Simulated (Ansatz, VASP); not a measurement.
# Two plane-wave programs on GaN

```
Ga N
1.0
     0.00000    2.02417    2.20299
     2.02417    0.00000    2.20299
     2.02417    2.02417    0.00000
Ga N
1 1
Direct
  0.00000 0.00000 0.00000
  0.50000 0.50000 0.50000
```

Change from the starting cell: epitaxial_xy strain -4.0%.

Alike in both runs: task single point; functional PBE; k mesh 10 × 10 × 10; occupations fermi-dirac, width 0.02 eV; no spin polarisation.

```csv
,VASP,Ansatz
version,VASP 6.6.1,Ansatz 0.2.0
potentials or method,"VASP PAW PBE potentials, release 64 (Ga_d, N)","plane waves, PAW"
plane-wave cutoff (eV),520,420
valence electrons in the cell,18,18
```

VASP gave:

```
pressure (GPa)                                  : 22.3
largest component of the traceless stress (GPa) : 14.19
```

Problem. Estimate Ansatz's values.

Solution. Pressure (GPa): 21.5; largest component of the traceless stress (GPa): 14.10.

Caveats: so large a pressure means that the cell lies far from this level's equilibrium, or that cutoff or potentials fall short (VASP). A k mesh can miss the band edges.
